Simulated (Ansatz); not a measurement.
# BaF2: the cost of one run

Method: DFT LDA, scalar-relativistic, plane waves, PAW, in Ansatz 0.2.0.

1 further run of the same task is left out (set aside as unsound or not needed).

## Step 1: The system as given

Symmetry: Fm-3m, No. 225, cubic system. Conventional cell: a = 6.200 Å, b = 6.200 Å, c = 6.200 Å, α = 90.00°, β = 90.00°, γ = 90.00°. Ba (site symmetry m-3m) is surrounded by 8 F at 2.68 Å. F (site symmetry -43m) has 4 Ba at 2.68 Å as nearest neighbours.

Structure file:

```xyz
3
Lattice="0.0000 3.1001 3.1001 3.1001 0.0000 3.1001 3.1001 3.1001 0.0000" Properties=species:S:1:pos:R:3 pbc="T T T"
Ba    0.0000    0.0000    0.0000
F     1.5500    1.5500    1.5500
F     4.6501    4.6501    4.6501
```

The structure comes from the Crystallography Open Database.

## Step 2: Functional and cell changed: LDA

Against the listed cell: strain xx, yy, zz, yz, xz, xy = -3.1, -3.1, -3.1, +0.0, +0.0, +0.0 %.

input.yaml

```yaml
crystal:
  lattice:
    - [0.0, 3.002460426, 3.002460426]
    - [3.002460426, 0.0, 3.002460426]
    - [3.002460426, 3.002460426, 0.0]
  atoms:
    - { symbol: Ba, position: [0.0, 0.0, 0.0] }
    - { symbol: F, position: [0.25, 0.25, 0.25] }
    - { symbol: F, position: [0.75, 0.75, 0.75] }
basis:
  ecutwfc: 420
kpoints:
  mp_grid: { grid: [6, 6, 6] }
hamiltonian:
  xc: lda
scf:
  occupations: { method: gaussian, width: 0.02 }
output:
  forces: true
  stress: true
  eigenvalues: true
```

The run is started by

```sh
> ansatz run input.yaml --threads 1 --pin off --max-ram 1331MiB --backend cpu --events-out ev --progress --plain --runs-dir out
```

**Question.** How long does this run take on 1 thread of an x86-64 CPU, shared host, and how much memory does it need?

About 2.7 s, with a peak of 0.31 GiB.
